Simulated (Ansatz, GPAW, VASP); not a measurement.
**One calculation of Na, 3 ways**

```xyz
1
Lattice="-2.1410 2.1410 2.1410 2.1410 -2.1410 2.1410 2.1410 2.1410 -2.1410" Properties=species:S:1:pos:R:3 pbc="T T T"
Na    0.0000    0.0000    0.0000
```

Alike in all runs: task single point; functional RPBE; k mesh 9 × 9 × 9; occupations gaussian, width 0.02 eV; no spin polarisation; no spin-orbit coupling. Pressure is positive in compression and, in plane waves, holds the error of the finite cutoff.

| program and potentials | plane-wave cutoff (eV) | notes | pressure (GPa) |
| --- | --- | --- | --- |
| Ansatz, all-electron LAPW, scalar-relativistic | - | - | 0.03 |
| GPAW, the program's PAW data sets (release 1.2.1) made for this functional | 800 | 7 valence electrons an atom on average | 0.04 |
| VASP, PBE PAW files Na, 500 eV | 500 | potentials made for PBE; 1 valence electrons an atom on average | -0.01 |

The pressure spans -0.01 (VASP, PBE PAW files Na, 500 eV) to 0.04 GPa (GPAW, the program's PAW data sets (release 1.2.1) made for this functional), with all-electron results at 0.03.

Differences between rows come from potentials, basis sets and numerical settings, since the functional is the same but for its coding. Runs on potential files found faulty are left out.
